## Why does ruthenium resist the start of a slide more than its end?

I am looking at a density-functional calculation in which one part of a ruthenium crystal is moved rigidly over the next. The cut runs along a prismatic plane, which stands upright on the hexagonal layers. The atoms move along those layers by a fraction of the 2.72 Å repeat, so a slip of 1 would restore the crystal and 0.5 is halfway.

Rigid slide of hcp ruthenium on the prismatic (100) plane along a (2.72 Å), atoms unrelaxed, one fault per 8-atom cell; fault energies are free energies relative to the undisturbed crystal. Calculated with Ansatz 0.2.0: plane-wave PAW, scalar-relativistic PBE, no spin polarisation, 420 eV cutoff, 21×14×7 k mesh, Gaussian smearing of 0.15 eV.

| slip (fraction of the slip vector) | fault energy (mJ/m²) | shear traction (GPa (slope of the fault energy along the slip)) |
| --- | --- | --- |
| 0 | 0 | 0 |
| 0.1 | 250 | 17.45 |
| 0.2 | 855 | 24.64 |
| 0.3 | 1455 | 17.63 |
| 0.4 | 1770 | 5.96 |
| 0.5 | 1837 | 0.01 |

I had learned that such an energy follows a sine-squared curve, with the greatest resistance at a quarter of the repeat. Here the largest shear traction stands at 0.2. The traction at 0.1 is also about three times that at 0.4, although these two points lie equally far from the two ends of the path. What makes the curve lopsided? And does the vanishing traction at 0.5 mean that a stable fault sits there?

## Answer

Take the last point first. The shear traction is the slope of the fault energy along the slip, that is, the force per area that resists the slide. Slips of 0.4 and 0.6 are equivalent by symmetry, so the slope has to vanish midway between them. The energy is highest there, so 0.5 is the top of a barrier on this path and no resting place. Whether a shallow dip would appear if the atoms could relax was not tested.

**Where the barrier comes from**

The prismatic cut goes through every hexagonal layer and shifts its two halves past each other. The displaced rows have lower symmetry than the undisturbed crystal, whose space group is P6_3/mmc. Before the slide, the atoms of one layer face each other across the cut in a staggered way, 2.72 Å apart. At half slip they stand head-on, and the distance has shrunk to 2.36 Å. Meanwhile the contacts across the cut between neighbouring layers, which began at 2.66 Å, have stretched to 2.99 Å.

Half slip therefore doesn't leave the atoms short of neighbours. For each repeat of the surface there are six close contacts across the cut at the start and again six at half slip. Their mean length grows only from 2.70 to 2.78 Å. What changes is the spread: two contacts are now much too short and four are too long.

The short ones make themselves felt. The calculated stress that pushes the crystal apart at right angles to the cut, averaged over the whole cell, rises from 0.3 GPa to about 16 GPa at half slip. That is good evidence of crowding, which is the natural explanation for the barrier. It also shows what the rigid slide leaves out. Atoms free to move would widen the gap and lower the energy, so 1837 mJ/m² is an upper bound for the relaxed fault at this slip in this cell.

**Why a sine is the natural first guess**

Imagine the two sides far apart. Each would feel the other's rows of atoms only as a smooth ripple with the period of the row, because finer detail fades faster with distance. The energy would then be

E(x) = E_top · sin²(πx),

where x is the slip as a fraction of the repeat and E_top is the energy at half slip. This is Frenkel's picture of a sliding crystal.

The curve treats both ends of the path alike. With the calculated height, the first tenth of the slip should cost 1837 × sin²(18°) ≈ 175 mJ/m², and the last tenth before the top should cost the same. The table gives 250 for the first and only 67 for the last. The real curve starts too steeply for a sine and arrives too flat.

**A simple repulsion does not bend the curve this way**

Perhaps the real contacts are simply too close for the smooth-ripple argument. To test this, I added up a repulsion over the actual distances across the cut and scaled the sum to the calculated height. A repulsion that fades over 0.4 Å gives nearly the sine again, with 179 mJ/m² for the first tenth. A steeper one, fading over 0.2 Å, gives 146, which is further from the table. Both decay lengths are assumed values, but hardening the contacts moves the curve in the wrong direction.

The two limits of the path show what a single sine gets wrong. For a very small slip, the resistance reflects how stiffly the nearly perfect crystal holds its two halves in place at the cut. The height of the barrier is a property of a different arrangement, the one at half slip. A single sine ties the two together in a fixed ratio, and this crystal starts out stiffer than its barrier height would suggest.

**One more term gives the lopsided traction**

The next term that the symmetry allows is a ripple of half the period:

E(x) = A · sin²(πx) + B · sin²(2πx).

The second term is zero at both ends and largest at a quarter of the repeat, so it lifts the flank and leaves the top where it is. Its slope adds to the resistance before the quarter point and subtracts from it afterwards. That is why the early traction is high, the late traction is low, and the maximum comes before 0.25. The true maximum may lie between the sampled points.

Fitted to the energies of the five displaced rows, A is 1850 and B is 253.5 mJ/m². The traction is the slope of this formula, with b = 2.72 Å for the repeat:

τ(x) = (π/b) · [A · sin(2πx) + 2B · sin(4πx)].

At x = 0.1 the first part is 1850 × 0.5878 ≈ 1087 and the second is 507 × 0.951 ≈ 482 mJ/m². Their sum times π/b, with 1 mJ/m² per Å equal to 0.01 GPa, is 18.1 GPa. The table has 17.45.

At x = 0.4 the same two parts are subtracted instead of added, which leaves 7.0 GPa against 5.96 in the table. The formula thus catches the contrast between the two rows, but it is 17 % too high at the second one, so the true curve has still finer structure. The energies of both rows were part of the fit and the tractions were not. Since a traction is the slope of the same energy curve, the agreement shows that two terms describe the shape well; it doesn't tell what causes the second. The output below compares the models row by row.

**What the second term may be**

The normal push in the output seems to offer a hint, but it misleads. At a slip of 0.2 it has made 37 % of its total rise, close to the 35 % of a sine, while the energy has already reached 47 % of its top. That push is an average over the whole cell, however. To get the push across the cut itself, one must add the calculated forces on the separate atoms, a step that the program doesn't make. With them included, the push rises early too, nearly in step with the energy. The steep flank therefore does come with extra push, and some form of crowding that the two simple repulsions miss can't be ruled out.

Another possible cause is directional bonding. Ruthenium has a partly filled d shell, and the strength of d bonds depends on their angles as well as their lengths. The arrangements at the start and at half slip are more symmetric than those in between, and the bonds may suit them better. The calculation doesn't separate the bond energy into such parts, so this remains a suggestion.

**How far to trust and carry over the numbers**

The 24.64 GPa at 0.2 is the resistance of a perfect plane that slides all at once with its atoms held rigid. A real crystal usually yields at far lower stress, because dislocations let the slip spread a little at a time. The cell also repeats the fault every 9.4 Å, and how much a thicker cell would change the values was not tested.

For another plane or another metal, start by drawing the atoms on both sides of the cut at half slip. If they end up head-on and closer than normal neighbours, expect a barrier there for a rigid slide. The drawing won't give you the flanks. For those, compare the cost of the first tenth of the slip with that of the last tenth before the top: a pure sine makes them equal, and any difference shows which way the traction leans.

The analysis program printed:

```
fit of fault_energy on 5 rows (slip > 0.05): coefficient of sin(pi*slip)**2 1850 +/- 14, coefficient of sin(2*pi*slip)**2 253.5 +/- 15; rms 13.1, worst 0.3 -15.1, leave-one-out rms 24.9
  rows outside the fit (model, value, miss): 0.0 0, 0, 0
Distances across the cut (angstrom) and push normal to it (GPa):
  row  same layer closing  same layer opening  between layers opening  between layers closing  normal push  push in % of its rise
  0.0                2.72                2.72                   2.661                   3.805       0.2568                      0
  0.1               2.595               2.866                   2.675                   3.616        1.826                  10.11
  0.2               2.493               3.029                   2.716                   3.437        6.041                  37.28
  0.3               2.418               3.207                   2.783                   3.272        10.94                  68.85
  0.4               2.372               3.398                   2.875                   3.122        14.55                  92.12
  0.5               2.356               3.598                   2.988                   2.988        15.77                    100
Energies (mJ/m2) and tractions (GPa) of the models:
  row  sine energy  table less sine  steep repulsion  soft repulsion  table energy in % of top  sine traction  two-term traction
  0.0            0                0                0               0                         0              0                  0
  0.1        175.4            74.58            145.6           179.1                     13.61          12.47              18.13
  0.2        634.7            220.3            555.8             629                     46.54          20.18              23.76
  0.3         1202            252.7             1122            1195                     79.21          20.18              16.87
  0.4         1662            108.4             1631            1662                     96.35          12.47              6.986
  0.5         1837                0             1837            1837                       100      2.598e-15          1.182e-15
Peak traction of the single sine, at slip 0.25 (GPa): 21.22
Traction at slip 0.1 over that at 0.4 (ratio): 2.928
Energies at 0.1 and 0.4 added, less the top; zero for a sine (mJ/m2): 183
Energies at 0.2 and 0.3 added, less the top; zero for a sine (mJ/m2): 473
Second term over first term of the two-term fit (%): 13.71
Energy drop from slip 0.5 to 0.4 in the table (mJ/m2): 67
Energy drop from slip 0.5 to 0.4 for the sine (mJ/m2): 175.4
Mean length of the six closest contacts, undisturbed (angstrom): 2.701
Mean length of the six closest contacts, half slip (angstrom): 2.778
```
